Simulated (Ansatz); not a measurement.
**Does relaxation matter for the field gradients of NaH with an Na vacancy?**

Start: a supercell of NaH (rock salt type, Fm-3m) built from a computed structure from the Materials Project (it need not be an observed phase), with all atoms left at the host's positions.

```yaml
crystal:
  lattice:
    - [0.00000, 7.15926, 7.15926]
    - [7.15926, 0.00000, 7.15926]
    - [7.15926, 7.15926, 0.00000]
  atoms:
    - { symbol: Na, position: [0.00000, 0.00000, 0.33333] }
    - { symbol: Na, position: [0.00000, 0.00000, 0.66667] }
    - { symbol: Na, position: [0.00000, 0.33333, 0.00000] }
    - { symbol: Na, position: [0.00000, 0.33333, 0.33333] }
    - { symbol: Na, position: [0.00000, 0.33333, 0.66667] }
    - { symbol: Na, position: [0.00000, 0.66667, 0.00000] }
    - { symbol: Na, position: [0.00000, 0.66667, 0.33333] }
    - { symbol: Na, position: [0.00000, 0.66667, 0.66667] }
    - { symbol: Na, position: [0.33333, 0.00000, 0.00000] }
    - { symbol: Na, position: [0.33333, 0.00000, 0.33333] }
    - { symbol: Na, position: [0.33333, 0.00000, 0.66667] }
    - { symbol: Na, position: [0.33333, 0.33333, 0.00000] }
    - { symbol: Na, position: [0.33333, 0.33333, 0.33333] }
    - { symbol: Na, position: [0.33333, 0.33333, 0.66667] }
    - { symbol: Na, position: [0.33333, 0.66667, 0.00000] }
    - { symbol: Na, position: [0.33333, 0.66667, 0.33333] }
    - { symbol: Na, position: [0.33333, 0.66667, 0.66667] }
    - { symbol: Na, position: [0.66667, 0.00000, 0.00000] }
    - { symbol: Na, position: [0.66667, 0.00000, 0.33333] }
    - { symbol: Na, position: [0.66667, 0.00000, 0.66667] }
    - { symbol: Na, position: [0.66667, 0.33333, 0.00000] }
    - { symbol: Na, position: [0.66667, 0.33333, 0.33333] }
    - { symbol: Na, position: [0.66667, 0.33333, 0.66667] }
    - { symbol: Na, position: [0.66667, 0.66667, 0.00000] }
    - { symbol: Na, position: [0.66667, 0.66667, 0.33333] }
    - { symbol: Na, position: [0.66667, 0.66667, 0.66667] }
    - { symbol: H, position: [0.16667, 0.16667, 0.16667] }
    - { symbol: H, position: [0.16667, 0.16667, 0.50000] }
    - { symbol: H, position: [0.16667, 0.16667, 0.83333] }
    - { symbol: H, position: [0.16667, 0.50000, 0.16667] }
    - { symbol: H, position: [0.16667, 0.50000, 0.50000] }
    - { symbol: H, position: [0.16667, 0.50000, 0.83333] }
    - { symbol: H, position: [0.16667, 0.83333, 0.16667] }
    - { symbol: H, position: [0.16667, 0.83333, 0.50000] }
    - { symbol: H, position: [0.16667, 0.83333, 0.83333] }
    - { symbol: H, position: [0.50000, 0.16667, 0.16667] }
    - { symbol: H, position: [0.50000, 0.16667, 0.50000] }
    - { symbol: H, position: [0.50000, 0.16667, 0.83333] }
    - { symbol: H, position: [0.50000, 0.50000, 0.16667] }
    - { symbol: H, position: [0.50000, 0.50000, 0.50000] }
    - { symbol: H, position: [0.50000, 0.50000, 0.83333] }
    - { symbol: H, position: [0.50000, 0.83333, 0.16667] }
    - { symbol: H, position: [0.50000, 0.83333, 0.50000] }
    - { symbol: H, position: [0.50000, 0.83333, 0.83333] }
    - { symbol: H, position: [0.83333, 0.16667, 0.16667] }
    - { symbol: H, position: [0.83333, 0.16667, 0.50000] }
    - { symbol: H, position: [0.83333, 0.16667, 0.83333] }
    - { symbol: H, position: [0.83333, 0.50000, 0.16667] }
    - { symbol: H, position: [0.83333, 0.50000, 0.50000] }
    - { symbol: H, position: [0.83333, 0.50000, 0.83333] }
    - { symbol: H, position: [0.83333, 0.83333, 0.16667] }
    - { symbol: H, position: [0.83333, 0.83333, 0.50000] }
    - { symbol: H, position: [0.83333, 0.83333, 0.83333] }
```

Sites (sets of like atoms) are named by element and the number of their first atom in this list.

The numbers come from a DFT calculation in Ansatz (PBE, plane waves and PAW, scalar-relativistic, 420 eV cutoff, Γ-centred 3×3×3 k-points, Fermi–Dirac smearing 0.01 eV, cell charge -1).

The largest force at the start is 0.47 eV/Å. Relaxing the ions at fixed cell moves them by 0.172 Å at most (atom 29, H) and 0.069 Å rms.

```json
{"site": "Na1", "atom": "1", "moved (Å)": "0.078", "first shell before": "6 H at 2.39 Å", "first shell after": "6 H at 2.34–2.44 Å", "V_zz before (10²¹ V/m²)": "0.23", "η before": "0.09"}
{"site": "Na14", "atom": "14", "moved (Å)": "0.015", "first shell before": "6 H at 2.39 Å", "first shell after": "6 H at 2.23–2.39 Å", "V_zz before (10²¹ V/m²)": "-0.30", "η before": "0.00"}
{"site": "H29", "atom": "29", "moved (Å)": "0.172", "first shell before": "5 Na at 2.39 Å", "first shell after": "5 Na at 2.23–2.34 Å", "V_zz before (10²¹ V/m²)": "-0.11", "η before": "0.00"}
```

(1) How do the gradients change?

Results:

(1) 

```tsv
site	atom	V_zz after	η after	change of V_zz
Na1	1	-0.28	0.35	–
Na14	14	-0.45	0.00	-0.15
H29	29	-0.070	0.00	+0.04
```

The largest change of V_zz along a kept axis is on Na14, from -0.30 to -0.45. On Na1 the largest principal value lies along another axis in the second run, so the two V_zz can't be compared directly. Sites with |V_zz| of 0.02 or less aren't listed.

The defect repeats with the cell of 53 atoms, so it feels its images: sites between two images don't show the values beside a lone defect, and zeros or small values of η there can come from the images' arrangement. A uniform background compensates the cell's charge.
Before: The neighbours have not yet relaxed around the defect (largest force 0.47 eV/Å), so a real crystal will differ.
